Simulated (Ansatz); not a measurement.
# Field gradients at the nuclei in Si3N4

The cell is a structure deposited in the COD, ions relaxed with PBE at fixed cell.

```
Si N
1.0
    -3.23735    3.23735    3.23735
     3.23735   -3.23735    3.23735
     3.23735    3.23735   -3.23735
Si N
6 8
Cartesian
  2.4280 3.2374 -1.6187
  -1.6187 2.4280 3.2374
  0.8093 3.2374 1.6187
  1.6187 0.8093 3.2373
  3.2374 -1.6187 2.4280
  3.2374 1.6187 0.8093
  1.8220 1.8220 1.8220
  0.2033 -0.2033 3.0340
  1.4154 4.6527 -1.4154
  3.0340 0.2033 -0.2033
  -1.4154 1.4154 4.6527
  0.2033 0.2033 0.2033
  4.6527 -1.4154 1.4154
  -0.2033 3.0340 0.2033
```

Sites (sets of like atoms) are named by element and the number of their first atom in this list.

The numbers come from a DFT calculation in Ansatz (PBE, plane waves and PAW (field gradients read without the response of the frozen cores, which leaves them typically 4 to 6 % off), scalar-relativistic, 420 eV cutoff, Γ-centred 6×6×6 k-points, Fermi–Dirac smearing 0.02 eV).

Conventions: |V_zz| ≥ |V_yy| ≥ |V_xx|, η = (V_xx − V_yy)/V_zz, C_Q = eQV_zz/h. Directions are in the Cartesian axes of the cell vectors above, for the atom listed; none is given where the gradient is under 0.02 or η is above 0.95.

```
site  first atom     first shell  V_zz (10²¹ V/m²)     η  direction of V_zz (x, y, z)
  Si           1   4 N at 1.75 Å            -0.077  0.00               1.00 0.00 0.00
   N           7  3 Si at 1.75 Å             -5.98  0.00               0.58 0.58 0.58
```

An axis of threefold or higher order runs through Si and N, so V_zz lies along it and η is zero.
